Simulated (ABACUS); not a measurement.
Crystal: W.

```
CELL_PARAMETERS angstrom
-1.58234 1.58234 1.58234
1.58234 -1.58234 1.58234
1.58234 1.58234 -1.58234
ATOMIC_POSITIONS crystal
W 0.00000 0.00000 0.00000
```

Program: ABACUS 3.10.1. Alike in all runs: task single point; no spin polarisation; cell as given; smearing fermi-dirac 0.05 eV.

**Question.** Order these runs on this cell by their pressure, lowest first.
A. level LDA-PW92; potentials or basis PseudoDojo NC SR 0.4.1 LDA stringent, plane waves; k mesh 10 × 10 × 10; cutoff (eV) 1687; radial cutoff of the potentials (pseudo_rcut) 10 bohr
B. level revTPSS; potentials or basis SG15 ONCV 1.2 PBE, plane waves; k mesh 8 × 8 × 8; cutoff (eV) 1170; radial cutoff of the potentials (pseudo_rcut) 10 bohr
C. level M06-L; potentials or basis SG15 ONCV 1.2 PBE, plane waves; k mesh 8 × 8 × 8; cutoff (eV) 1170; radial cutoff of the potentials (pseudo_rcut) 7 bohr

**Answer.** C (-11.0 GPa), A (-8.4 GPa), B (-3.9 GPa).

Caveats: the potentials were made for another functional, which shifts forces and pressure (some runs).
